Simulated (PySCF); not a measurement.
# Telling isomers of C2H4O2 apart by NMR

Relativity neglected, one computed conformer, in vacuum, equivalent nuclei averaged. B3LYP/pcJ-1 coupling constants; shieldings: GIAO PBE0/pcSseg-1; geometry from GFN2-xTB; PySCF 2.14.0 with density-fitted response routines.

Scale: 1H (31.72 ppm) and 13C (186.93 ppm) vs TMS (reference shieldings calculated alike). Multiplet labels drop J under 1 Hz and among equivalent protons, and merge close values. Unscaled 3J(H,H) run several per cent high. Acid and N–H amide carbonyl carbons lie up to 10 ppm further downfield in solution (hydrogen bonding). Shifts are as computed. Against solution values, carbons near 30 ppm lie about +3 ppm off and those near 130 ppm about +5 ppm. Of 1211 compounds with measured shifts, 218 miss one by over three times the rms of a fit or turn the order of signals round; such compounds aren't used in these exercises. OH and NH positions are gas-phase values without hydrogen bonding to other molecules.

(1) Tabulate the signals of `COC=O`, `CC(=O)O` and their relative energies.

(2) What is the quickest way to tell COC=O from CC(=O)O?

Results:

(1) 
```json
{"SMILES": "COC=O", "carbon types": "1×CH 1×CH3", "δC": "164.8, 49.0", "δH": "8.05 (q, 1H), 4.14 (d, 3H)", "E rel. (kcal/mol)": "16.8"}
{"SMILES": "CC(=O)O", "carbon types": "1×C 1×CH3", "δC": "174.7, 21.3", "δH": "5.97 (br s, 1H), 2.11 (s, 3H)", "E rel. (kcal/mol)": "0.0"}
```

Energies are electronic energies at PBE0/pcSseg-1 on these geometries, without zero-point or thermal terms, each for the one conformer computed, which needn't be the lowest.

(2) Both give the same number of carbon signals, but DEPT or the intensities differ. The first has an ester carbonyl carbon (CH) at 164.8 ppm, the second a carboxylic acid carbon (C) at 174.7 ppm. In the proton spectra the most deshielded non-exchanging signals are 8.05 (q, J = 1.2 Hz, 1H) and 2.11 (s, 3H).
